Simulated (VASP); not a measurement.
Wanted: the native input for a VASP 6.6.1 run.

```
Task                   : single point
Functional             : PBEsol
Potentials or basis    : VASP PAW PBE potentials, release 64 (Pt)
Cutoff                 : 520 eV
k mesh                 : 14 × 14 × 1
Occupations            : methfessel-paxton, width 0.1 eV
Spin                   : no spin polarisation
Dipole correction      : yes
Further INCAR settings : ALGO = Normal; EDIFF = 1e-06; NBANDS = 44
```

The structure of Pt lies in POSCAR:

```
Pt
1.0
    2.7689424700      0.0000000000      0.0000000000
    0.0000000000      2.7689424700      0.0000000000
    0.0000000000      0.0000000000     26.7476280000
Pt
7
Direct
    0.5000000000      0.5000000000      0.2803987000
    0.0000000000      0.0000000000      0.3535991300
    0.5000000000      0.5000000000      0.4267995700
    0.0000000000      0.0000000000      0.5000000000
    0.5000000000      0.5000000000      0.5732004300
    0.0000000000      0.0000000000      0.6464008700
    0.5000000000      0.5000000000      0.7196013000
```

The slab is cut from a database's or a generator's crystal, which needn't be the stable form of the element.

These files were run (other wordings do the same):

INCAR

```
SYSTEM = Pt
ALGO = Normal
DIPOL = 0.5 0.5 0.500
EDIFF = 1E-6
ENCUT = 520
GGA = PS
ICORELEVEL = 1
IDIPOL = 3
ISIF = 2
ISMEAR = 1
KPAR = 4
LASPH = .TRUE.
LCHARG = .FALSE.
LDIPOL = .TRUE.
LREAL = .FALSE.
LVACPOTAV = .TRUE.
LVHAR = .TRUE.
LWAVE = .FALSE.
NBANDS = 44
NELM = 80
PREC = Accurate
SIGMA = 0.1
```

KPOINTS

```
k-points
0
G
  14 14 1
  0 0 0
```

Potentials or basis: VASP PAW PBE potentials, release 64 (Pt).

Launch:

```bash
$ cat potpaw_PBE.64/Pt/POTCAR > POTCAR
$ mpirun -np 4 vasp_std > vasp.out
```

It gave:

```yaml
Largest_force: 0.369 eV/Å
Band_gap_on_the_k_mesh: none (metal or under the smearing width)
Work_function_of_the_upper_face: 5.85 eV
Work_function_of_the_lower_face: 5.85 eV
```

Caveat: the PAW data sets were made with another functional, which shifts forces and pressure a little.

Run time: 3.3 min on 4 MPI ranks on Intel(R) Xeon(R) Platinum 8559C (Emerald Rapids) (shared host), peak memory 0.46 GiB a rank.
